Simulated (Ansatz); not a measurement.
## TlBr: Tl jump into a vacancy

The calculation used DFT PBE+D3(BJ), scalar-relativistic, plane waves, PAW (Ansatz). Settings: plane waves to 420 eV, k-mesh 4×4×4 (Γ-centred), Gaussian smearing 0.05 eV. Spin–orbit coupling is left out, which can shift energies with elements as heavy as these. No spin polarisation.

The perfect supercell:

```cif
data_structure
_symmetry_space_group_name_H-M 'P 1'
_symmetry_Int_Tables_number 1
_cell_length_a 9.7470
_cell_length_b 9.7470
_cell_length_c 9.7470
_cell_angle_alpha 80.406
_cell_angle_beta 70.529
_cell_angle_gamma 60.000
_cell_volume 756.08
loop_
_atom_site_label
_atom_site_type_symbol
_atom_site_fract_x
_atom_site_fract_y
_atom_site_fract_z
_atom_site_occupancy
Tl1 Tl 0.25000 0.00000 0.25000 1
Tl2 Tl 0.50000 0.00000 0.50000 1
Tl3 Tl 0.58333 0.33333 0.25000 1
Tl4 Tl 0.33333 0.33333 0.00000 1
Tl5 Tl 0.41667 0.66667 0.75000 1
Tl6 Tl 0.75000 0.00000 0.75000 1
Tl7 Tl 0.83333 0.33333 0.50000 1
Tl8 Tl 0.91667 0.66667 0.25000 1
Tl9 Tl 0.66667 0.66667 0.00000 1
Tl10 Tl 0.00000 0.00000 0.00000 1
Tl11 Tl 0.08333 0.33333 0.75000 1
Tl12 Tl 0.16667 0.66667 0.50000 1
Br1 Br 0.37500 0.00000 0.87500 1
Br2 Br 0.62500 0.00000 0.12500 1
Br3 Br 0.70833 0.33333 0.87500 1
Br4 Br 0.45833 0.33333 0.62500 1
Br5 Br 0.54167 0.66667 0.37500 1
Br6 Br 0.87500 0.00000 0.37500 1
Br7 Br 0.95833 0.33333 0.12500 1
Br8 Br 0.04167 0.66667 0.87500 1
Br9 Br 0.79167 0.66667 0.62500 1
Br10 Br 0.12500 0.00000 0.62500 1
Br11 Br 0.20833 0.33333 0.37500 1
Br12 Br 0.29167 0.66667 0.12500 1
```

Atom 1 (Tl) is removed, leaving a vacancy of charge -1 (uniform background), and atom 4 jumps 3.98 Å into it. The vacancy and the half-way point are each relaxed at fixed cell, keeping their symmetry. The supercell is small.

Problem. How high does the half-way point lie?

Solution. 0.48 eV above the relaxed vacancy, with the jumping atom 0.00 Å off the straight line, where the cell's symmetry pins it, so a bent path, which could be lower, wasn't tried. This is the barrier if that point is a first-order saddle, which wasn't checked.

Cost: 2 runs of about 24 core-minutes in all, on Intel Xeon 6975P-C (Granite Rapids) (shared hosts).